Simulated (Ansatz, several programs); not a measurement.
A 4-atom cell of Cu₃N started from a crystallographic database, relaxed with PBE in Ansatz (plane waves, PAW): space group Pm-3m (No. 221), cubic; a = 3.829 Å in the conventional setting, 14.03 Å³ an atom. Cu has 2 N at 1.91 Å; N has 6 Cu at 1.91 Å. The cell was then scaled with its shape and fractional coordinates held. The values are computed, spin-unpolarised, and not measurements.

| V (Å³/atom) | E (meV/atom) |
| --- | --- |
| 13.191 | 20.58 |
| 13.612 | 4.90 |
| 14.033 | 0.00 |
| 14.875 | 16.42 |

(1) Pass a cubic E = c₀ + c₁u + c₂u² + c₃u³, with u = V − 13.928 Å³, through these points.

(2) Where is the minimum, and what bulk modulus follows?

(3) Predict the energy and the pressure at the withheld volume, 14.454 Å³.

Answers

(1) c₀ = 0.30, c₁ = -5.640, c₂ = 27.171, c₃ = -3.4174 (meV and Å³).

(2) dE/du = 0 at u = +0.106, so V₀ = 14.03 Å³. B = V₀ d²E/dV² = 14.03 × (2c₂ + 6c₃u) = 14.03 × 52.170 = 732 meV/Å³, and 1 meV/Å³ is 0.16022 GPa: 117 GPa. A third-order Birch-Murnaghan fit to all five points gives 14.03 Å³ and 116 GPa.

(3) With u = +0.526: E ≈ 4.35 meV and P = −dE/dV ≈ -3.22 GPa. The run gives 4.36 meV and, from its stress, -3.21 GPa.
